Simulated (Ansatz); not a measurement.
Input and command of a plane-wave DFT calculation in Ansatz:

```yaml
crystal:
  lattice:
    - [0.0, 2.2115825072, 2.2115825072]
    - [2.2115825072, 0.0, 2.2115825072]
    - [2.2115825072, 2.2115825072, 0.0]
  atoms:
    - { symbol: Nb, position: [0.5, 0.5, 0.5] }
    - { symbol: "N", position: [0.0, 0.0, 0.0] }
basis:
  ecutwfc: 420
kpoints:
  mp_grid: { grid: [16, 16, 16] }
hamiltonian:
  xc: pbe
scf:
  occupations: { method: fermi_dirac, width: 0.15 }
output:
  forces: true
  stress: true
  eigenvalues: true
relax:
  adjacent_minimum: "off"
  f_tol: 0.001
  max_steps: 60
  cell: { stress_tol: 0.02, p_target: 40.0 }
```

```bash
ansatz run input.yaml --threads 1 --pin off --max-ram 3072MiB --backend cpu --events-out ev --progress --plain --runs-dir out
```

Processor: Intel(R) Xeon(R) Platinum 8259CL CPU @ 2.50GHz (Skylake/Cascade Lake), 1 thread, on a host shared with other jobs.

Task: Estimate time, memory and problem size.

Result: About 27 s on 1 thread of Intel(R) Xeon(R) Platinum 8259CL CPU @ 2.50GHz (Skylake/Cascade Lake), on a shared host, peak memory 0.45 GiB. It solves 13 bands at 145 k points (the mesh reduced by the symmetry that the task leaves, which can be less than the crystal's) with about 339 plane waves (on the last cell), in 49 SCF iterations over 8 ionic steps.
